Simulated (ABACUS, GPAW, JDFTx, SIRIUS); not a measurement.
**Ni: energy against volume and a worked fit**

```xyz
1
Lattice="0.0000 1.7376 1.7376 1.7376 0.0000 1.7376 1.7376 1.7376 0.0000" Properties=species:S:1:pos:R:3 pbc="T T T"
Ni    0.0000    0.0000    0.0000
```

The cell was scaled at fixed shape and fractions and run with SIRIUS, all-electron FP-LAPW, apw+lo standard; PBEsol, k mesh 13 × 13 × 13 on the cell of 1 atom, fermi-dirac occupations of 0.05 eV, collinear spin, ferromagnetic start, no spin-orbit coupling. Energies are those that the program minimises, any entropy of the smearing included. For a metal such a mesh isn't converged to the digits shown. The magnetic state is the one that the start led to, which needn't be the lowest.

| V (Å³/atom) | energy over the lowest row (meV/atom) |
| --- | --- |
| 9.8625 | 19.29 |
| 10.0723 | ? |
| 10.2822 | 0.00 |
| 10.4920 | 0.58 |
| 10.7019 | 7.10 |
| 10.9117 | 18.41 |
| 11.1215 | 34.12 |

Question: Fit the third-order Birch-Murnaghan form, give V0, B0 and B′, and predict the energy left open.

Answer: With y = (V0/V)^(2/3), E = E0 + (9 V0 B0/16) [(y - 1)³ B′ + (y - 1)² (6 - 4y)]. Least squares through the rows shown give V0 = 10.3628 Å³/atom, E0 = -0.50 meV, B0 = 234.6 GPa (1 eV/Å³ = 160.218 GPa) and B′ = 5.82, with a largest miss of 0.07 meV, so B0 and B′ are loose. At V = 10.0723 the form with these constants gives 5.86 meV; the run gave 5.80 meV an atom. Other set-ups at this level, from all their volumes (Å³/atom, GPa): ABACUS, PseudoDojo NC SR 0.4.1 PBEsol standard, plane waves: V0 10.381, B0 230.8; GPAW, PAW data sets generated for this functional: V0 10.523, B0 234.8; JDFTx, PseudoDojo-SR-PBEsol-0.4.1-standard: V0 10.387, B0 230.2; JDFTx, PseudoDojo-SR-PBEsol-0.4.1-standard with smoothed tails: V0 10.380, B0 230.8. Measured volume: 10.94 Å³/atom at 298 K (a printed reference work), so the fit lies -5.3 % from it. The runs are for a static lattice.
